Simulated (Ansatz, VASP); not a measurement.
**One calculation of ZnS, two programs**

```
Zn S
1.0
    -2.70465   -2.70465    0.00000
     2.70465   -2.70465    0.00000
     0.00000    0.00000   10.81860
Zn S
4 4
Cartesian
  0.0000 0.0000 0.0000
  0.0000 -2.7046 2.7046
  0.0000 0.0000 5.4093
  0.0000 -2.7046 8.1139
  -1.3523 -1.3523 4.0570
  1.3523 -1.3523 6.7616
  -1.3523 -1.3523 9.4663
  1.3523 -1.3523 1.3523
```

Alike in both runs: task single point; functional PBE; k mesh 7 × 7 × 3; occupations gaussian, width 0.05 eV; no spin polarisation.

|  | VASP | Ansatz |
| --- | --- | --- |
| version | VASP 6.6.1 | Ansatz 0.2.0 |
| potentials or method | VASP PAW PBE potentials, release 64 (Zn, S) | scalar-relativistic, plane waves, PAW |
| plane-wave cutoff (eV) | 520 | 420 |
| valence electrons in the cell | 72 | 72 |

VASP gave:

```
gap on the k mesh at the Fermi level (eV) : 2.10
least direct gap on the mesh (eV)         : 2.10
pressure (GPa)                            : 1.5
```

Task: Which values does Ansatz return?

Result: gap on the k mesh at the Fermi level (eV): 2.10; least direct gap on the mesh (eV): 2.10; pressure (GPa): 1.4.
